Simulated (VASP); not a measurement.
# Ba (P6/mmm) in VASP: a series of runs, part 2 of 2

VASP 6.6.1. Earlier steps stand in the parts before.

**4. Single point, LDA**

Contents of INCAR:

```
SYSTEM = Ba
ADDGRID = .False.
ALGO = Normal
EDIFF = 1E-6
ENCUT = 450
GGA = CA
ISIF = 2
ISMEAR = -1
LASPH = .True.
LCHARG = .False.
LREAL = .False.
LWAVE = .False.
NBANDS = 11
NELM = 100
PREC = Accurate
SIGMA = 0.1
```

Contents of KPOINTS:

```
k-points
0
Gamma
  4 4 4
  0 0 0
```

Contents of POSCAR:

```
Ba
1.0
    4.3116136979      0.0000000000      0.0000000000
   -2.1558068490      3.7339669937      0.0000000000
    0.0000000000      0.0000000000      3.9134133000
Ba
1
Direct
    0.0000000000      0.0000000000      0.0000000000
```

Potentials or basis: VASP PAW LDA potentials, release 64 (Ba_sv).

Run with:

```
> cat potpaw_LDA.64/Ba_sv/POTCAR > POTCAR
> mpirun -np 1 vasp_std > vasp.out
```

OUTCAR:

```text
SYSTEM = Ba
   EDIFF = 1E-6
   ENCUT = 450
   GGA = CA
   ISIF = 2
   ISMEAR = -1
   LASPH = .True.
   LREAL = .False.
   NELM = 100
   PREC = Accurate

 Found     12 irreducible k-points:

 Following reciprocal coordinates:
            Coordinates               Weight
  0.000000  0.000000  0.000000      1.000000
  0.250000  0.000000  0.000000      6.000000
  0.500000  0.000000  0.000000      3.000000
  0.250000  0.250000  0.000000      6.000000
  0.000000  0.000000  0.250000      2.000000
  0.250000  0.000000  0.250000     12.000000
   k-points           NKPTS =     12   k-points in BZ     NKDIM =     12   number of bands    NBANDS=     11
   number of dos      NEDOS =    301   number of ions     NIONS =      1
   total plane-waves  NPLWV =  25200
   dimension x,y,z NGX =    30 NGY =   30 NGZ =   28
   dimension x,y,z NGXF=    60 NGYF=   60 NGZF=   56
   ions per type =               1
   NGX,Y,Z   is equivalent  to a cutoff of  11.57, 11.57, 11.89 a.u.
   NGXF,Y,Z  is equivalent  to a cutoff of  23.13, 23.13, 23.79 a.u.
 SYSTEM =  Ba
   PREC   = accura    normal or accurate (medium, high low for compatibility)
   ISTART =      0    job   : 0-new  1-cont  2-samecut
   ICHARG =      2    charge: 1-file 2-atom 10-const
   ISPIN  =      1    spin polarized calculation?
   LNONCOLLINEAR =      F non collinear calculations
   LSORBIT =      F    spin-orbit coupling
   LASPH  =      T    aspherical Exc in radial PAW
   ENCUT  =  450.0 eV  33.07 Ry    5.75 a.u.   7.46  7.46  6.77*2*pi/ulx,y,z
   NELM   =    100;   NELMIN=  2; NELMDL= -5     # of ELM steps
   EDIFF  = 0.1E-05   stopping-criterion for ELM
   LREAL  =      F    real-space projection
   EDIFFG = 0.1E-04   stopping-criterion for IOM
   NSW    =      0    number of steps for IOM
   IBRION =     -1    ionic relax: 0-MD 1-quasi-New 2-CG
   NFREE  =      0    steps in history (QN), initial steepest desc. (CG)
   ISIF   =      2    stress and relaxation
   ISYM   =      2    0-nonsym 1-usesym 2-fastsym
   POTIM  = 0.5000    time-step for ionic-motion
   TEBEG  =    0.0;   TEEND  =   0.0 temperature during run
   PSTRESS=    0.0 pullay stress
   NELECT =      10.0000    total number of electrons
   NUPDOWN=      -1.0000    fix difference up-down
   EMIN   =  10.00;   EMAX   =-10.00  energy-range for DOS
   EFERMI =   0.00;   METHOD = LEGACY
   ISMEAR =    -1;   SIGMA  =   0.10  broadening in eV -4-tet -1-fermi 0-gaus
   EFERMI_NEDOS =   21; number of points for ismear=-14 and -15
   IALGO  =     38    algorithm
   IMIX   =      4    mixing-type and parameters
     AMIX     =   0.40;   BMIX     =  1.00
     AMIX_MAG =   1.60;   BMIX_MAG =  1.00
  volume/ion in A,a.u.               =      63.00       425.17
  Fermi-wavevector in a.u.,A,eV,Ry     =   0.886379  1.675014 10.689660  0.785668
  Thomas-Fermi vector in A             =   2.007537
   LORBIT       =      0    0 simple, 1 ext, 2 COOP (PROOUT), +10 PAW based schemes
   GGA     = CA    functional components
   LHFCALC =     F    Hartree Fock is set to
   AEXX    =    0.0000 exact exchange contribution
   IVDW    =     0    specifies the selected vdW correction
   LEPSILON=     F    determine dielectric tensor
   LRPA    =     F    only Hartree local field effects (RPA)
 non-spin polarized calculation
  energy-cutoff  :      450.00
  volume of cell :       63.00
 maximum number of plane-waves:      1382
 NGX is ok and might be reduce to    30
   NGX = 15   NGY = 15   NGZ = 13

 number of electron      10.0000000 magnetization

 Free energy of the ion-electron system (eV)
  ---------------------------------------------------
  ext. energy  EPLUGINS =         0.00000000
  ---------------------------------------------------
  free energy    TOTEN  =        -2.03145666 eV

  energy without entropy =       -1.96194659  energy(sigma->0) =       -1.99670163

 E-fermi :   1.3760     XC(G=0):  -7.6032

 val. band max:        1.2715296835   @ k =   0.2500   0.2500   0.2500
 cond. band min:       1.3960730327   @ k =   0.5000   0.0000   0.2500
 fundamental gap:      0.1245433491
 Fermi energy:         1.3760419889

 k-point     1 :       0.0000    0.0000    0.0000
  band No.  band energies     occupation
      1     -27.5729      2.00000
      2     -12.5242      2.00000
      3     -12.5242      2.00000
      4     -12.3903      2.00000
      5      -1.2732      2.00000
      6       1.4675      0.57203
      7       3.0679      0.00000
      8       3.0679      0.00000
      9       6.2785      0.00000
     10       6.2785      0.00000
     11       7.5251      0.00000

 k-point     2 :       0.2500    0.0000    0.0000
  band No.  band energies     occupation
      1     -27.5516      2.00000
      2     -12.7836      2.00000
      3     -12.5833      2.00000
      4     -12.3637      2.00000
      5      -0.3514      2.00000
      6       1.7358      0.05331
      7       2.2534      0.00031
      8       4.1033      0.00000
      9       5.0638      0.00000
     10       6.0547      0.00000
     11       8.2291      0.00000

 k-point     3 :       0.5000    0.0000    0.0000
  band No.  band energies     occupation
      1     -27.5301      2.00000
      2     -13.0244      2.00000
      3     -12.6410      2.00000
      4     -12.3368      2.00000
      5       0.4577      1.99979
      6       1.7640      0.04050
      7       2.4839      0.00003
      8       4.3567      0.00000
      9       5.8542      0.00000
     10       6.1638      0.00000
     11       7.3178      0.00000

 k-point     4 :       0.2500    0.2500    0.0000
  band No.  band energies     occupation
      1     -27.5301      2.00000
      2     -12.9328      2.00000
      3     -12.7420      2.00000
      4     -12.3368      2.00000
      5       0.9564      1.97035
      6       1.6683      0.10214
      7       2.1247      0.00112
      8       4.6359      0.00000
      9       5.3719      0.00000
     10       5.6132      0.00000
     11       6.8098      0.00000

 k-point     5 :       0.0000    0.0000    0.2500
  band No.  band energies     occupation
      1     -27.5398      2.00000
      2     -12.7988      2.00000
      3     -12.4867      2.00000
      4     -12.4867      2.00000
      5      -0.4909      2.00000
      6       2.3070      0.00018
      7       3.3313      0.00000
      8       3.3313      0.00000
      9       4.8636      0.00000
     10       4.8636      0.00000
     11       7.1395      0.00000

 k-point     6 :       0.2500    0.0000    0.2500
  band No.  band energies     occupation
      1     -27.5189      2.00000
      2     -12.7664      2.00000
      3     -12.7311      2.00000
      4     -12.5440      2.00000
      5       0.3378      1.99994
      6       2.1572      0.00081
      7       2.9460      0.00000
      8       3.8501      0.00000
      9       4.1792      0.00000
     10       4.6979      0.00000
     11       8.2519      0.00000

 [... further k-points ...]

------------------------ aborting loop because EDIFF is reached ----------------------------------------

  FORCE on cell =-STRESS in cart. coord.  units (eV):
  Direction    XX          YY          ZZ          XY          YZ          ZX
  --------------------------------------------------------------------------------------
  -------------------------------------------------------------------------------------
  Total       -0.5149996     -0.5149996     -0.3772391      0.0000000     -0.0000000      0.0000000
  in kB      -13.0963856    -13.0963856     -9.5931501      0.0000000     -0.0000000      0.0000000
  external PRESSURE =     -11.9286405 kB  Pullay stress =       0.0000000 kB

 VOLUME and BASIS-vectors are now :
 -----------------------------------------------------------------------------
  energy-cutoff  :      450.00
  volume of cell :       63.00
      direct lattice vectors                 reciprocal lattice vectors
     4.311613698  0.000000000  0.000000000     0.231931724  0.133905844  0.000000000
    -2.155806849  3.733966994  0.000000000     0.000000000  0.267811687  0.000000000
     0.000000000  0.000000000  3.913413300     0.000000000  0.000000000  0.255531405

 POSITION                                       TOTAL-FORCE (eV/Angst)
 -----------------------------------------------------------------------------------
      0.00000      0.00000      0.00000         0.000000      0.000000      0.000000
 -----------------------------------------------------------------------------------
    total drift:                                0.000000      0.000000     -0.000000

  FREE ENERGIE OF THE ION-ELECTRON SYSTEM (eV)
  ---------------------------------------------------
  free  energy   TOTEN  =        -2.0314566630 eV

  energy  without entropy=       -1.9619465941  energy(sigma->0) =       -1.99670163
```

stdout:

```text
POSCAR found type information on POSCAR Ba
 POSCAR found :  1 types and       1 ions
 scaLAPACK will be used
 LDA part: xc-table for (Slater(with rela. corr.)+CA(PZ))
 , standard interpolation
 POSCAR, INCAR and KPOINTS ok, starting setup
 FFT: planning ... GRIDC
 FFT: planning ... GRID_SOFT
 FFT: planning ... GRID
 WAVECAR not read
 entering main loop
```

It took 2.6 s on 1 thread of Intel Xeon 6975P-C (Granite Rapids), shared host; peak memory 0.14 GiB.

The run converged, but some of its settings lie outside the range that counts as converged, so its numbers aren't taken as properties of the crystal.

Results:

* Free energy: -2.0315 eV
* Pressure: -1.2 GPa

Caveat: the k mesh is coarse (spacing up to 0.42 Å⁻¹), so the values aren't converged; the mesh shows a gap though the element is a metal.

**5. The reference run**

An earlier run on the cell as given: functional PBE; potentials or basis VASP PAW PBE potentials, release 64 (Ba_sv); cutoff 520 eV; k mesh 7 × 7 × 7; occupations fermi-dirac, width 0.05 eV; no spin polarisation.

- Pressure: -0.1 GPa
- Band gap on the k mesh: none (metal or under the smearing width)
